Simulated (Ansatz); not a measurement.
**N: the cell at several levels of theory**

Aim: relax N, database structure with PBE-D3(BJ) and r2SCAN+rVV10 and see how far the functionals disagree on the cell.

The runs shown are made with Ansatz 0.2.0. PAW datasets, plane waves, zero pressure. No spin polarisation and no zero-point or thermal motion.

## (1) Starting point

Space group P2_13 (No. 198), cubic; conventional cell a = 5.815 Å, 24.58 Å³ an atom. Around N lie 1 N at 1.11 Å.

Coordinates:

```xyz
8
Lattice="5.8151 0.0000 0.0000 0.0000 5.8151 0.0000 0.0000 0.0000 5.8151" Properties=species:S:1:pos:R:3 pbc="T T T"
N     0.3716    0.3716    0.3716
N     2.5360    5.4435    3.2791
N     3.2791    2.5360    5.4435
N     5.4435    3.2791    2.5360
N     5.5484    5.5484    5.5484
N     3.1742    0.2667    2.6409
N     2.6409    3.1742    0.2667
N     0.2667    2.6409    3.1742
```

## (2) Relaxation with PBE-D3(BJ)

Input file input.yaml:

```yaml
crystal:
  lattice:
    - [5.81510172, 0.0, 0.0]
    - [0.0, 5.81510172, 0.0]
    - [0.0, 0.0, 5.81510172]
  atoms:
    - { symbol: "N", position: [0.06390144, 0.06390144, 0.06390144] }
    - { symbol: "N", position: [0.43609856, 0.93609856, 0.56390144] }
    - { symbol: "N", position: [0.56390144, 0.43609856, 0.93609856] }
    - { symbol: "N", position: [0.93609856, 0.56390144, 0.43609856] }
    - { symbol: "N", position: [0.95413886, 0.95413886, 0.95413886] }
    - { symbol: "N", position: [0.54586114, 0.04586114, 0.45413886] }
    - { symbol: "N", position: [0.45413886, 0.54586114, 0.04586114] }
    - { symbol: "N", position: [0.04586114, 0.45413886, 0.54586114] }
kpoints:
  mp_grid: { grid: [4, 4, 4] }
hamiltonian:
  xc: pbe
  dispersion: d3bj
scf:
  occupations: { method: fermi_dirac, width: 0.02 }
relax:
  f_tol: 0.005
  cell: {}
```

On the command line:

```console
$ ansatz run input.yaml --threads 4 --pin off --max-ram 5529MiB --backend cpu --events-out ev --progress --plain --runs-dir out
```

Further steps of the session: r2SCAN+rVV10: cell and atoms.

Q: Predict the outcome of this session. Wanted: for each run, a; volume; space group; SCF geometries.

**Answer**, as computed:

| level | a (Å) | volume (Å³/atom) | space group | SCF geometries |
| --- | --- | --- | --- | --- |
| PBE-D3(BJ) | 5.700 | 23.147 | Pa-3 | 8 |
| r2SCAN+rVV10 | 5.472 | 20.486 | Pa-3 | 11 |

In words: The first relaxation changed the volume by -5.8 % from the start. The volume runs from r2SCAN+rVV10 (least) to PBE-D3(BJ) (most), a spread of 13.0 %, or 4.2 % in length if all axes shared it alike.
